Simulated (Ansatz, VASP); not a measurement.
**One calculation of Mg, two programs**

```xyz
3
Lattice="5.0049 0.0000 0.0000 -2.5025 4.3344 0.0000 0.0000 0.0000 3.0329" Properties=species:S:1:pos:R:3 pbc="T T T"
Mg    5.0049    0.0000    0.0000
Mg    0.0000    2.8896    1.5164
Mg    2.5025    1.4448    1.5164
```

Alike in both runs: functional LDA; k mesh 7 × 7 × 10; occupations fermi-dirac, width 0.1 eV; no spin polarisation.

Ansatz relaxed the structure, and its values are those at the end. VASP's run is a single point on that final structure, the one shown.

```csv
,VASP,Ansatz
version,VASP 6.6.1,Ansatz 0.2.0
potentials or method,"VASP PAW LDA potentials, release 64 (Mg)","plane waves (420 eV) with PAW, scalar-relativistic"
plane-wave cutoff (eV),520,420
valence electrons in the cell,6,30
```

Ansatz gave:

- pressure (GPa): 0.0

What did VASP give for the same quantities?

Pressure (GPa): -0.3.

The two sets of potentials don't hold the same shells in valence. Ansatz warned: «pseudo_functional_mismatch».
